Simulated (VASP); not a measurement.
# Mg (Fm-3m) in VASP: notebook

Aim: see how the results for Mg move with the level of theory and the settings. Levels: LDA, PBE, PBEsol, RPBE, revPBE. Tasks: relaxation of cell and atoms.

Program: VASP 6.6.1. These are calculated values, not measurements. Logs are shortened: lines on timing, memory, paths and dates and some standing lists are left out, and cuts for length are marked.

### Step 1. The crystal as given

Symmetry: Fm-3m, No. 225, cubic system. The conventional cell has a = 6.967 Å, b = 6.967 Å, c = 6.967 Å, α = 90.00°, β = 90.00°, γ = 90.00°. Mg (site symmetry m-3m) is surrounded by 8 Mg at 3.02 Å. Around Mg (site symmetry -43m) lie 4 Mg at 3.02 Å.

The cell was built by a generator and needn't be a form met in nature.

### Step 2. Relaxation of cell and atoms, LDA

The input, INCAR:

```
SYSTEM = Mg
PREC = Accurate
ENCUT = 600
EDIFF = 1E-7
ISMEAR = -1
SIGMA = 0.05
LREAL = .FALSE.
LASPH = .TRUE.
NELM = 100
ALGO = Normal
ISIF = 3
LWAVE = .FALSE.
LCHARG = .FALSE.
GGA = CA
IBRION = 2
NSW = 40
EDIFFG = -0.005
```

The input, KPOINTS:

```
Automatic mesh
0
G
  7 7 7
  0 0 0
```

The input, POSCAR:

```
Mg
1.0
    0.0000000000      3.4835000000      3.4835000000
    3.4835000000      0.0000000000      3.4835000000
    3.4835000000      3.4835000000      0.0000000000
Mg
3
Direct
    0.0000000000      0.0000000000      0.0000000000
    0.2500000000      0.2500000000      0.2500000000
    0.7500000000      0.7500000000      0.7500000000
```

Potentials or basis: VASP PAW LDA potentials, release 64 (Mg).

Run with:

```sh
> cat potpaw_LDA.64/Mg/POTCAR > POTCAR
> mpirun -np 1 vasp_std > vasp.out
```

OUTCAR:

```text
SYSTEM = Mg
   PREC = Accurate
   ENCUT = 600
   EDIFF = 1E-7
   ISMEAR = -1
   LREAL = .FALSE.
   LASPH = .TRUE.
   NELM = 100
   ISIF = 3
   GGA = CA
   IBRION = 2
   NSW = 40
   EDIFFG = -0.005

 ion  position               nearest neighbor table
   1  0.000  0.000  0.000-   3 3.02   2 3.02   3 3.02   2 3.02   3 3.02   3 3.02   2 3.02   2 3.02

   2  0.250  0.250  0.250-   1 3.02   1 3.02   1 3.02   1 3.02   3 3.48   3 3.48   3 3.48   3 3.48
                             3 3.48   3 3.48
   3  0.750  0.750  0.750-   1 3.02   1 3.02   1 3.02   1 3.02   2 3.48   2 3.48   2 3.48   2 3.48
                             2 3.48   2 3.48

  LATTYP: Found a face centered cubic cell.
 ALAT       =     6.9670000000

  Lattice vectors:

 A1 = (   0.0000000000,   3.4835000000,   3.4835000000)
 A2 = (   3.4835000000,   0.0000000000,   3.4835000000)
 A3 = (   3.4835000000,   3.4835000000,   0.0000000000)

Analysis of symmetry for initial positions (statically):
=====================================================================
 Subroutine PRICEL returns:
 Original cell was already a primitive cell.

 Routine SETGRP: Setting up the symmetry group for a
 face centered cubic supercell.

 Subroutine GETGRP returns: Found 48 space group operations
 (whereof 48 operations were pure point group operations)
 out of a pool of 48 trial point group operations.

The static configuration has the point symmetry O_h .

Analysis of symmetry for dynamics (positions and initial velocities):
=====================================================================
 Subroutine PRICEL returns:
 Original cell was already a primitive cell.

 Routine SETGRP: Setting up the symmetry group for a
 face centered cubic supercell.

 Subroutine GETGRP returns: Found 48 space group operations
 (whereof 48 operations were pure point group operations)
 out of a pool of 48 trial point group operations.

The dynamic configuration has the point symmetry O_h .

 Subroutine INISYM returns: Found 48 space group operations
 (whereof 48 operations are pure point group operations),
 and found     1 'primitive' translations

----------------------------------------------------------------------------------------

                                     Primitive cell

  volume of cell :      84.5430

  direct lattice vectors                    reciprocal lattice vectors
     0.000000000  3.483500000  3.483500000    -0.143533802  0.143533802  0.143533802
     3.483500000  0.000000000  3.483500000     0.143533802 -0.143533802  0.143533802
     3.483500000  3.483500000  0.000000000     0.143533802  0.143533802 -0.143533802

  length of vectors
     4.926412945  4.926412945  4.926412945     0.248607838  0.248607838  0.248607838

  position of ions in fractional coordinates (direct lattice)
     0.000000000  0.000000000  0.000000000
     0.250000000  0.250000000  0.250000000
     0.750000000  0.750000000  0.750000000

  ion indices of the primitive-cell ions
   primitive index   ion index
                 1           1
                 2           2
                 3           3

----------------------------------------------------------------------------------------

 KPOINTS: Automatic mesh

Automatic generation of k-mesh.
 Grid dimensions read from file:
 generate k-points for:    7    7    7

 Generating k-lattice:

  Cartesian coordinates                     Fractional coordinates (reciprocal lattice)
    -0.020504829  0.020504829  0.020504829     0.142857143  0.000000000  0.000000000
     0.020504829 -0.020504829  0.020504829     0.000000000  0.142857143  0.000000000
     0.020504829  0.020504829 -0.020504829     0.000000000  0.000000000  0.142857143

  Length of vectors
     0.035515405  0.035515405  0.035515405

  Shift w.r.t. Gamma in fractional coordinates (k-lattice)
     0.000000000  0.000000000  0.000000000

 Subroutine IBZKPT returns following result:
 ===========================================

 Found     20 irreducible k-points:

 Following reciprocal coordinates:
            Coordinates               Weight
  0.000000  0.000000  0.000000      1.000000
  0.142857  0.000000  0.000000      8.000000
  0.285714  0.000000  0.000000      8.000000
  0.428571  0.000000  0.000000      8.000000
  0.142857  0.142857  0.000000      6.000000
  0.285714  0.142857  0.000000     24.000000
[... 12 lines left out ...]
 -0.428571  0.428571  0.142857     24.000000
 -0.285714  0.428571  0.142857     24.000000
   k-points           NKPTS =     20   k-points in BZ     NKDIM =     20   number of bands    NBANDS=      7
   number of dos      NEDOS =    301   number of ions     NIONS =      3
   total plane-waves  NPLWV =  64000
   dimension x,y,z NGX =    40 NGY =   40 NGZ =   40
   dimension x,y,z NGXF=    80 NGYF=   80 NGZF=   80
   ions per type =               3
   NGX,Y,Z   is equivalent  to a cutoff of  13.50, 13.50, 13.50 a.u.
   NGXF,Y,Z  is equivalent  to a cutoff of  27.00, 27.00, 27.00 a.u.
 SYSTEM =  Mg
   PREC   = accura    normal or accurate (medium, high low for compatibility)
   ISTART =      0    job   : 0-new  1-cont  2-samecut
   ICHARG =      2    charge: 1-file 2-atom 10-const
   ISPIN  =      1    spin polarized calculation?
   LNONCOLLINEAR =      F non collinear calculations
   LSORBIT =      F    spin-orbit coupling
   LASPH  =      T    aspherical Exc in radial PAW
   ENCUT  =  600.0 eV  44.10 Ry    6.64 a.u.   9.84  9.84  9.84*2*pi/ulx,y,z
   NELM   =    100;   NELMIN=  2; NELMDL= -5     # of ELM steps
   EDIFF  = 0.1E-06   stopping-criterion for ELM
   LREAL  =      F    real-space projection
   EDIFFG = -.5E-02   stopping-criterion for IOM
   NSW    =     40    number of steps for IOM
   IBRION =      2    ionic relax: 0-MD 1-quasi-New 2-CG
   NFREE  =      1    steps in history (QN), initial steepest desc. (CG)
   ISIF   =      3    stress and relaxation
   ISYM   =      2    0-nonsym 1-usesym 2-fastsym
   POTIM  = 0.5000    time-step for ionic-motion
   TEBEG  =    0.0;   TEEND  =   0.0 temperature during run
   PSTRESS=    0.0 pullay stress
   NELECT =       6.0000    total number of electrons
   NUPDOWN=      -1.0000    fix difference up-down
   EMIN   =  10.00;   EMAX   =-10.00  energy-range for DOS
   EFERMI =   0.00;   METHOD = LEGACY
   ISMEAR =    -1;   SIGMA  =   0.05  broadening in eV -4-tet -1-fermi 0-gaus
   EFERMI_NEDOS =   21; number of points for ismear=-14 and -15
   IALGO  =     38    algorithm
   IMIX   =      4    mixing-type and parameters
     AMIX     =   0.40;   BMIX     =  1.00
     AMIX_MAG =   1.60;   BMIX_MAG =  1.00
  volume/ion in A,a.u.               =      28.18       190.17
  Fermi-wavevector in a.u.,A,eV,Ry     =   0.677797  1.280850  6.250630  0.459408
  Thomas-Fermi vector in A             =   1.755511
   LORBIT       =      0    0 simple, 1 ext, 2 COOP (PROOUT), +10 PAW based schemes
   GGA     = CA    functional components
   LHFCALC =     F    Hartree Fock is set to
   AEXX    =    0.0000 exact exchange contribution
   IVDW    =     0    specifies the selected vdW correction
   LEPSILON=     F    determine dielectric tensor
   LRPA    =     F    only Hartree local field effects (RPA)
 conjugate gradient relaxation of ions
 non-spin polarized calculation
  energy-cutoff  :      600.00
  volume of cell :       84.54
 maximum number of plane-waves:      2838
   NGX = 19   NGY = 19   NGZ = 19

--------------------------------------- Ionic step        1  -------------------------------------------

 number of electron       6.0000000 magnetization

 Free energy of the ion-electron system (eV)
  ---------------------------------------------------
  ext. energy  EPLUGINS =         0.00000000
  ---------------------------------------------------
  free energy    TOTEN  =        -4.45702550 eV

  energy without entropy =       -4.44144298  energy(sigma->0) =       -4.44923424

------------------------ aborting loop because EDIFF is reached ----------------------------------------

  FORCE on cell =-STRESS in cart. coord.  units (eV):
  Direction    XX          YY          ZZ          XY          YZ          ZX
  --------------------------------------------------------------------------------------
  -------------------------------------------------------------------------------------
  Total       -0.9022785     -0.9022785     -0.9022785     -0.0000000      0.0000000      0.0000000
  in kB      -17.0991192    -17.0991192    -17.0991192     -0.0000000      0.0000000      0.0000000
  external PRESSURE =     -17.0991192 kB  Pullay stress =       0.0000000 kB

 VOLUME and BASIS-vectors are now :
 -----------------------------------------------------------------------------
  energy-cutoff  :      600.00
  volume of cell :       84.54
      direct lattice vectors                 reciprocal lattice vectors
     0.000000000  3.483500000  3.483500000    -0.143533802  0.143533802  0.143533802
     3.483500000  0.000000000  3.483500000     0.143533802 -0.143533802  0.143533802
     3.483500000  3.483500000  0.000000000     0.143533802  0.143533802 -0.143533802
[... 75 lines left out ...]
 POSITION                                       TOTAL-FORCE (eV/Angst)
 -----------------------------------------------------------------------------------
      0.00000      0.00000      0.00000         0.000000      0.000000      0.000000
      1.70216      1.70216      1.70216         0.000000      0.000000      0.000000
      5.10647      5.10647      5.10647        -0.000000     -0.000000     -0.000000
 -----------------------------------------------------------------------------------
    total drift:                                0.000000     -0.000000     -0.000000

  FREE ENERGIE OF THE ION-ELECTRON SYSTEM (eV)
  ---------------------------------------------------
  free  energy   TOTEN  =        -4.4896938278 eV

  energy  without entropy=       -4.4747329854  energy(sigma->0) =       -4.48221341

--------------------------------------- Ionic step        4  -------------------------------------------

 number of electron       6.0000000 magnetization

 Free energy of the ion-electron system (eV)
  ---------------------------------------------------
  ext. energy  EPLUGINS =         0.00000000
  ---------------------------------------------------
  free energy    TOTEN  =        -4.48970824 eV

  energy without entropy =       -4.47475625  energy(sigma->0) =       -4.48223225

 E-fermi :   1.5464     XC(G=0):  -8.1533

 val. band max:        1.4995040975   @ k =  -0.4286   0.1429   0.0000
 cond. band min:       1.5965976486   @ k =   0.4286   0.2857   0.0000
 fundamental gap:      0.0970935511
 Fermi energy:         1.5464310519

 k-point     1 :       0.0000    0.0000    0.0000
  band No.  band energies     occupation
      1      -4.7071      2.00000
      2       3.8905      0.00000
      3       3.8905      0.00000
      4       3.8905      0.00000
      5       4.2411      0.00000
      6       4.2411      0.00000
      7       4.2411      0.00000

 k-point     2 :       0.1429    0.0000    0.0000
  band No.  band energies     occupation
      1      -4.5128      2.00000
      2       2.0862      0.00004
      3       3.4056      0.00000
      4       3.4056      0.00000
      5       4.6161      0.00000
      6       4.8304      0.00000
      7       4.8304      0.00000
[... 200 lines left out ...]
 POSITION                                       TOTAL-FORCE (eV/Angst)
 -----------------------------------------------------------------------------------
      0.00000      0.00000      0.00000         0.000000     -0.000000      0.000000
      1.70131      1.70131      1.70131         0.000000      0.000000      0.000000
      5.10392      5.10392      5.10392        -0.000000     -0.000000     -0.000000
 -----------------------------------------------------------------------------------
    total drift:                                0.000000     -0.000000     -0.000000

  FREE ENERGIE OF THE ION-ELECTRON SYSTEM (eV)
  ---------------------------------------------------
  free  energy   TOTEN  =        -4.4897082430 eV

  energy  without entropy=       -4.4747562543  energy(sigma->0) =       -4.48223225

 reached required accuracy - stopping structural energy minimisation
```

Run time: 15 s. Hardware: 1 thread of Intel Xeon 6975P-C (Granite Rapids), shared host; peak memory 0.19 GiB.

What came out:

- Free energy: -4.4897 eV
- Relaxed volume: 26.26 Å³/atom
- Relaxed cell: a = 4.812 Å, b = 4.812 Å, c = 4.812 Å, α = 60.00°, β = 60.00°, γ = 60.00°
- Space group after relaxing (to 0.05 Å): Fm-3m (No. 225)
- Energy gained by relaxing: 10.9 meV/atom
- Ionic steps: 4
- Pressure after relaxing: 0.0 GPa
- Band gap on the k mesh: none (metal or under the smearing width)

Step by step:
| step | energy change (eV) | largest force (eV/Å) | pressure (GPa) | volume (Å³) |
| --- | --- | --- | --- | --- |
| 1 | 0.0000 | 0.0000 | -1.71 | 84.54 |
| 2 | -0.0279 | 0.0000 | -0.71 | 80.92 |
| 3 | -0.0327 | 0.0000 | -0.04 | 78.91 |
| 4 | -0.0327 | 0.0000 | 0.00 | 78.79 |

Final structure:
```
CELL_PARAMETERS angstrom
0.00000 3.40262 3.40262
3.40262 0.00000 3.40262
3.40262 3.40262 0.00000
ATOMIC_POSITIONS crystal
Mg 0.00000 0.00000 0.00000
Mg 0.25000 0.25000 0.25000
Mg 0.75000 0.75000 0.75000
```

[end of part 1 of 2]
